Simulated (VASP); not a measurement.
# CdTe (F-43m) in VASP: settings compared, part 2 of 2

VASP 6.6.1. The steps go on from the part before.

## 5. Relaxation of the atoms, PBEsol (a relaxed cell with its volume scaled by 0.94)

File INCAR:

```
PREC     = Accurate       # precision mode
ENCUT    = 600            # plane-wave cutoff, eV
EDIFF    = 1E-7           # SCF threshold, eV
ISMEAR   = 0              # smearing method
SIGMA    = 0.03           # smearing width, eV
LREAL    = F              # projectors in reciprocal space
LASPH    = T              # aspherical terms in the spheres
NELM     = 80             # most SCF steps
ALGO     = Normal         # electronic algorithm
ISIF     = 2              # what is computed and relaxed
LWAVE    = F              # write WAVECAR
LCHARG   = F              # write CHGCAR
GGA      = PS             # functional
IBRION   = 2              # ionic algorithm
NSW      = 40             # ionic steps
EDIFFG   = -0.01          # ionic threshold
```

File KPOINTS:

```
regular mesh
0
Gamma
  8 8 8
```

File POSCAR:

```
CdTe                                    
1.0
    0.0000000000      3.1814979891      3.1814979891
    3.1814979891      0.0000000000      3.1814979891
    3.1814979891      3.1814979891      0.0000000000
  Cd              Te            
     1     1
Direct
     0.0000000000000000    0.0000000000000000    0.0000000000000000
     0.2500000000000000    0.2500000000000000    0.2500000000000000
```

Potentials or basis: VASP PAW PBE potentials, release 64 (Cd, Te).

Command:

```
$ cat potpaw_PBE.64/Cd/POTCAR potpaw_PBE.64/Te/POTCAR > POTCAR
$ mpirun -np 1 vasp_std > vasp.out
```

OUTCAR:

```text
PREC = Accurate
   ENCUT = 600
   EDIFF = 1E-7
   ISMEAR = 0
   LREAL = F
   LASPH = T
   NELM = 80
   ISIF = 2
   GGA = PS
   IBRION = 2
   NSW = 40
   EDIFFG = -0.01

 ion  position               nearest neighbor table
   1  0.000  0.000  0.000-   2 2.76   2 2.76   2 2.76   2 2.76
   2  0.250  0.250  0.250-   1 2.76   1 2.76   1 2.76   1 2.76

  LATTYP: Found a face centered cubic cell.
 ALAT       =     6.3629959782

  Lattice vectors:

 A1 = (   0.0000000000,   3.1814979891,   3.1814979891)
[... 565 lines left out ...]
     10       6.0216      0.00000
     11       7.1677      0.00000
     12       8.7348      0.00000
     13       9.9707      0.00000

 [... further k-points ...]
[... 5 lines left out ...]
  --------------------------------------------------------------------------------------
  -------------------------------------------------------------------------------------
  Total        1.1934682      1.1934682      1.1934682      0.0000000      0.0000000      0.0000000
  in kB       29.6890615     29.6890615     29.6890615      0.0000000      0.0000000      0.0000000
  external PRESSURE =      29.6890615 kB  Pullay stress =       0.0000000 kB

 VOLUME and BASIS-vectors are now :
 -----------------------------------------------------------------------------
  energy-cutoff  :      600.00
  volume of cell :       64.41
      direct lattice vectors                 reciprocal lattice vectors
     0.000000000  3.181497989  3.181497989    -0.157158672  0.157158672  0.157158672
     3.181497989  0.000000000  3.181497989     0.157158672 -0.157158672  0.157158672
     3.181497989  3.181497989  0.000000000     0.157158672  0.157158672 -0.157158672

 POSITION                                       TOTAL-FORCE (eV/Angst)
 -----------------------------------------------------------------------------------
      0.00000      0.00000      0.00000        -0.000000     -0.000000     -0.000000
      1.59075      1.59075      1.59075         0.000000      0.000000      0.000000
 -----------------------------------------------------------------------------------
    total drift:                               -0.000000     -0.000000     -0.000000

  FREE ENERGIE OF THE ION-ELECTRON SYSTEM (eV)
  ---------------------------------------------------
  free  energy   TOTEN  =        -5.4525380727 eV

  energy  without entropy=       -5.4525380727  energy(sigma->0) =       -5.45253807

 reached required accuracy - stopping structural energy minimisation
```

OSZICAR:

```text
N       E                     dE             d eps       ncg     rms          rms(c)
DAV:   1     0.113436297635E+03    0.11344E+03   -0.93328E+03   762   0.137E+03
DAV:   2    -0.951037503407E+00   -0.11439E+03   -0.10891E+03   814   0.295E+02
DAV:   3    -0.566398304644E+01   -0.47129E+01   -0.46995E+01   924   0.626E+01
DAV:   4    -0.570880641894E+01   -0.44823E-01   -0.44819E-01  1046   0.543E+00
DAV:   5    -0.570891653200E+01   -0.11011E-03   -0.11011E-03   914   0.267E-01    0.616E+00
DAV:   6    -0.547183429731E+01    0.23708E+00   -0.54226E-01   844   0.108E+01    0.503E+00
DAV:   7    -0.545355854188E+01    0.18276E-01   -0.11995E-01   854   0.270E+00    0.197E+00
DAV:   8    -0.545253501194E+01    0.10235E-02   -0.10936E-02   779   0.149E+00    0.579E-01
DAV:   9    -0.545249569455E+01    0.39317E-04   -0.76431E-04   889   0.350E-01    0.144E-01
DAV:  10    -0.545251928560E+01   -0.23591E-04   -0.11858E-04   809   0.113E-01    0.596E-02
DAV:  11    -0.545254077086E+01   -0.21485E-04   -0.50854E-05   817   0.542E-02    0.405E-02
DAV:  12    -0.545253836808E+01    0.24028E-05   -0.56257E-06   869   0.200E-02    0.207E-02
DAV:  13    -0.545253826641E+01    0.10167E-06   -0.45508E-07   819   0.451E-03    0.137E-02
DAV:  14    -0.545253809641E+01    0.17001E-06   -0.61261E-07   859   0.729E-03    0.206E-03
DAV:  15    -0.545253807274E+01    0.23662E-07   -0.64005E-08   507   0.278E-03
   1 F= -.54525381E+01 E0= -.54525381E+01  d E =-.545254E+01
```

CONTCAR:

```text
CdTe
   1.00000000000000
     0.0000000000000000    3.1814979890999999    3.1814979890999999
     3.1814979890999999    0.0000000000000000    3.1814979890999999
     3.1814979890999999    3.1814979890999999    0.0000000000000000
  Cd              Te
     1     1
Direct
     0.0000000000000000    0.0000000000000000    0.0000000000000000
     0.2500000000000000    0.2500000000000000    0.2500000000000000

  0.00000000E+00  0.00000000E+00  0.00000000E+00
  0.00000000E+00  0.00000000E+00  0.00000000E+00
```

Wall time 38 s (1 thread of Intel Xeon Platinum 8175M at 2.50GHz (Skylake/Cascade Lake), shared host); peak memory 0.21 GiB.

Results:

```
Free energy             : -5.4525 eV
Pressure after relaxing : 3.0 GPa
Band gap on the k mesh  : 0.83 eV, direct
```

Final structure:
```cif
data_structure
_symmetry_space_group_name_H-M 'P 1'
_symmetry_Int_Tables_number 1
_cell_length_a 4.4993
_cell_length_b 4.4993
_cell_length_c 4.4993
_cell_angle_alpha 60.000
_cell_angle_beta 60.000
_cell_angle_gamma 60.000
_cell_volume 64.41
loop_
_atom_site_label
_atom_site_type_symbol
_atom_site_fract_x
_atom_site_fract_y
_atom_site_fract_z
_atom_site_occupancy
Cd1 Cd 0.00000 0.00000 0.00000 1
Te1 Te 0.25000 0.25000 0.25000 1
```

Caveat: the relaxation stopped at its first step, so nothing moved; the PAW data sets were made with another functional, which shifts forces and pressure a little; spin-orbit coupling is left out, which moves the levels of the heavy elements.

## 6. The runs side by side

```tsv
task	level	cell	gap on the mesh (eV)	pressure (GPa)
relaxation of cell and atoms	PBE	relaxed	0.58	0.0
relaxation of cell and atoms	PBEsol	relaxed	0.64	0.0
relaxation of the atoms	PBEsol	atoms relaxed from: a relaxed cell with its volume scaled by 0.94	0.83	3.0
```

Alike in all rows: potentials or basis VASP PAW PBE potentials, release 64 (Cd, Te); no spin polarisation; k mesh 8 × 8 × 8; cutoff (eV) 600; smearing gaussian 0.03 eV.

Caveats: the relaxation stopped at its first step, so nothing moved; spin-orbit coupling is left out, which moves the levels of the heavy elements; the PAW data sets were made with another functional, which shifts forces and pressure a little (some runs).

Total energies depend on the potentials used, so only differences within one code and one set of settings carry meaning.
